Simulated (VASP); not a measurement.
**Al2O3: band structure with HSE06**

Crystal: Al2O3.

```
CELL_PARAMETERS angstrom
3.01748 0.00000 0.00000
-1.50874 2.61322 0.00000
0.00000 0.00000 7.57464
ATOMIC_POSITIONS crystal
Al 0.00000 0.00000 0.72205
Al 0.00000 0.00000 0.27795
O 0.00000 0.00000 0.50000
O 0.66667 0.33333 0.80055
O 0.33333 0.66667 0.19945
```

Measurements of this composition are mostly on another form, of space group No. 167.

- Program: VASP 6.6.1
- Task: band structure
- Functional: HSE06
- Potentials or basis: VASP PAW PBE potentials, release 64 (Al, O)
- Cutoff: 520 eV
- k mesh: 6 × 6 × 2
- Occupations: gaussian, width 0.02 eV
- Spin: no spin polarisation
- Ladder: gaps
- Grid for exact exchange (PRECFOCK): Fast
- Screening parameter: 0.2 1/A
- Further INCAR settings: ALGO = Normal; EDIFF = 1e-07; NBANDS = 20

The pressure is -5.5 GPa and the largest force is 0.433 eV/Å. The band gap on the k mesh is 3.93 eV, direct and the band gap along the path is 3.93 eV, direct.

Forces on the atoms (eV/Å):
```
Al   0.000  0.000 -0.240
Al   0.000  0.000  0.240
O    0.000  0.000  0.000
O    0.000  0.000 -0.433
O    0.000  0.000  0.433
```

Stress tensor (GPa, compression positive):
```
-5.20  0.00  0.00
 0.00 -5.20  0.00
 0.00  0.00 -6.14
```

Levels at the corners of the path, in eV from the valence-band top:
| point | band 8 | band 9 | band 10 | band 11 | band 12 | band 13 | band 14 | band 15 | band 16 | band 17 |
| --- | --- | --- | --- | --- | --- | --- | --- | --- | --- | --- |
| Γ | -3.84 | -3.84 | -2.48 | 0.00 | 0.00 | 3.93 | 6.05 | 9.17 | 12.41 | 12.60 |
| M | -4.48 | -3.73 | -3.36 | -1.88 | -0.52 | 6.29 | 8.00 | 10.14 | 10.81 | 11.58 |
| M | -4.48 | -3.73 | -3.36 | -1.88 | -0.52 | 6.29 | 8.00 | 10.14 | 10.81 | 11.58 |
| K | -3.76 | -3.76 | -3.70 | -1.50 | -1.50 | 8.60 | 8.60 | 9.51 | 12.13 | 12.13 |
| K | -3.76 | -3.76 | -3.70 | -1.50 | -1.50 | 8.60 | 8.60 | 9.51 | 12.13 | 12.13 |
| Γ | -3.84 | -3.84 | -2.48 | 0.00 | 0.00 | 3.93 | 6.05 | 9.17 | 12.41 | 12.60 |
| Γ | -3.84 | -3.84 | -2.48 | 0.00 | 0.00 | 3.93 | 6.05 | 9.17 | 12.41 | 12.60 |
| A | -3.83 | -3.83 | -3.22 | 0.00 | 0.00 | 4.89 | 5.03 | 9.97 | 10.67 | 13.96 |
| A | -3.83 | -3.83 | -3.22 | 0.00 | 0.00 | 4.89 | 5.03 | 9.97 | 10.67 | 13.96 |
| L | -4.53 | -3.62 | -3.60 | -1.81 | -0.51 | 6.78 | 7.33 | 9.97 | 10.60 | 12.39 |
| L | -4.53 | -3.62 | -3.60 | -1.81 | -0.51 | 6.78 | 7.33 | 9.97 | 10.60 | 12.39 |
| H | -3.76 | -3.69 | -3.69 | -1.57 | -1.57 | 8.61 | 8.61 | 9.54 | 12.20 | 12.71 |
| H | -3.76 | -3.69 | -3.69 | -1.57 | -1.57 | 8.61 | 8.61 | 9.54 | 12.20 | 12.71 |
| A | -3.83 | -3.83 | -3.22 | 0.00 | 0.00 | 4.89 | 5.03 | 9.97 | 10.67 | 13.96 |
| L | -4.53 | -3.62 | -3.60 | -1.81 | -0.51 | 6.78 | 7.33 | 9.97 | 10.60 | 12.39 |
| M | -4.48 | -3.73 | -3.36 | -1.88 | -0.52 | 6.29 | 8.00 | 10.14 | 10.81 | 11.58 |
| K | -3.76 | -3.76 | -3.70 | -1.50 | -1.50 | 8.60 | 8.60 | 9.51 | 12.13 | 12.13 |
| H | -3.76 | -3.69 | -3.69 | -1.57 | -1.57 | 8.61 | 8.61 | 9.54 | 12.20 | 12.71 |

It took 14 min on 4 MPI ranks on AMD EPYC 9R45 (Zen 5), with other jobs on the host, peak memory 0.3 GiB a rank.

Caveat: the PAW data sets were made with another functional, which shifts forces and pressure a little.
